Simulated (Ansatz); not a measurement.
**Ca: changing the functional**

The structure is hexagonal, space group P6_3/mmc (No. 194). Conventional cell: a = 3.980 Å, b = 3.980 Å, c = 6.520 Å, α = 90.00°, β = 90.00°, γ = 120.00°. Around Ca (site symmetry -6m2) lie 12 Ca at 3.98 to 3.99 Å.

This isn't the form of Ca at room conditions, which is fcc.

The cell was measured well above room temperature.

Kept alike: task band structure; k mesh 8 × 8 × 4; occupations fermi-dirac, width 0.05 eV; no spin polarisation. Program: Ansatz, all-electron LAPW, scalar-relativistic. The mesh is that of the run's cell of 2 atoms. No spin-orbit coupling.

| functional | pressure (GPa) |
| --- | --- |
| BLYP | -0.63 |
| LDA | -2.34 |
| PBEsol | -1.43 |

Pressure is positive in compression. For a metal such a mesh leaves the last digits unconverged.

Task: What does the functional change here?

Result: The pressure runs from -2.34 (LDA) to -0.63 GPa (BLYP). A positive pressure means that the functional's own cell is larger than the one given, a negative one that it is smaller.
